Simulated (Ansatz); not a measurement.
**C3H8S (1-propanethiol): a line through the functionals**

C3H8S has 12 atoms, charge 0, and is taken as a singlet. SMILES: `CCCS`. Geometry: relaxed at PBE0-D4/def2-TZVP. This is one conformer, not always the lowest.

The HOMO–LUMO gap y, in eV, basis def2-SVP; a is the functional's share of exact exchange. Programs: Ansatz 0.2.0.

```
functional  program     a  y (eV)
       PBE   Ansatz     0    5.51
    r2SCAN   Ansatz     0    6.22
     B3LYP   Ansatz   0.2    7.20
   r2SCAN0   Ansatz  0.25       ?
      PBE0   Ansatz  0.25    7.76
     BHLYP   Ansatz   0.5    9.77
```

Question: Fit y = c + s·a to the known rows and predict r2SCAN0.

Answer: 
1. Means of the 5 rows: a = 0.1900, y = 7.292.
2. Σ(Δa)² = 0.172, Σ(Δa·Δy) = 1.3376, so the slope is 1.3376/0.172 = 7.7767.
3. Intercept: 7.292 − (7.7767) × 0.1900 = 5.814. The largest residual of the fit is 0.41.
4. r2SCAN0: 5.814 + (7.7767) × 0.25 = 7.76 eV.

The run gave 8.22 eV, so the prediction is off by -0.46 eV, about the scatter of the fit. Exact exchange lowers occupied levels and raises empty ones. The rows mix families of semi-local functionals, which the line can't see.
